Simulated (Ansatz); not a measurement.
Wanted: the native input for an Ansatz 0.2.0 run.

```yaml
Task: band structure
Functional: PBE
Potentials_or_basis: Ansatz PAW
Cutoff: "420 eV (not typed: the program's choice for these potentials)"
k_mesh: 6 × 6 × 9
Occupations: fermi-dirac, width 0.05 eV
Spin: no spin polarisation
Path: "[[\"G\", \"X\", \"M\", \"G\", \"Z\", \"R\", \"A\", \"Z\"], [\"X\", \"R\"], [\"M\", \"A\"]]"
Points_for_each_segment_of_the_path: 14
```

Crystal: TiO2.

```
Ti O
1.0
     4.59984    0.00000    0.00000
     0.00000    4.59984    0.00000
     0.00000    0.00000    2.95921
Ti O
2 4
Direct
  0.00000 0.00000 0.50000
  0.50000 0.50000 0.00000
  0.30432 0.30432 0.50000
  0.19568 0.80432 0.00000
  0.80432 0.19568 0.00000
  0.69568 0.69568 0.50000
```

The cell is a database's computed one.

One way to write it, as run:

input.yaml

```yaml
crystal:
  lattice:
    - [4.5998373239, 0.0, 0.0]
    - [0.0, 4.5998373239, 0.0]
    - [0.0, 0.0, 2.95921356]
  atoms:
    - { symbol: Ti, position: [0.0, 0.0, 0.5] }
    - { symbol: Ti, position: [0.5, 0.5, 0.0] }
    - { symbol: O, position: [0.30432132, 0.30432132, 0.5] }
    - { symbol: O, position: [0.19567868, 0.80432132, 0.0] }
    - { symbol: O, position: [0.80432132, 0.19567868, 0.0] }
    - { symbol: O, position: [0.69567868, 0.69567868, 0.5] }
hamiltonian:
  xc: pbe
  pseudopotentials: { kind: paw }
kpoints:
  mp_grid: { grid: [6, 6, 9] }
  band_path:
    path:
      - [[0.0, 0.0, 0.0], [0.0, 0.5, 0.0], [0.5, 0.5, 0.0], [0.0, 0.0, 0.0], [0.0, 0.0, 0.5], [0.0, 0.5, 0.5], [0.5, 0.5, 0.5], [0.0, 0.0, 0.5]]
      - [[0.0, 0.5, 0.0], [0.0, 0.5, 0.5]]
      - [[0.5, 0.5, 0.0], [0.5, 0.5, 0.5]]
    npoints: 14
scf:
  occupations: { method: fermi_dirac, width: 0.05 }
  n_extra_bands: 15
output:
  forces: true
  stress: true
  eigenvalues: true
  fatbands: false
```

Potentials or basis: Ansatz PAW.

Launch:

```sh
$ ansatz run input.yaml --threads 2 --pin off --max-ram 5632MiB --backend cpu --events-out ev --progress --plain --runs-dir out
```

It gave:

```json
{"Pressure": "4.2 GPa", "Largest force": "0.004 eV/Å", "Band gap on the k mesh": "1.87 eV, direct", "Band gap along the path": "1.87 eV, direct"}
```

Caveat: the pressure holds a Pulay correction of +0.7 GPa for the finite cutoff.

Wall time 12 s on 2 threads of Intel(R) Xeon(R) Processor @ 2.50GHz (Skylake/Cascade Lake), on a shared host, peak memory 0.43 GiB.
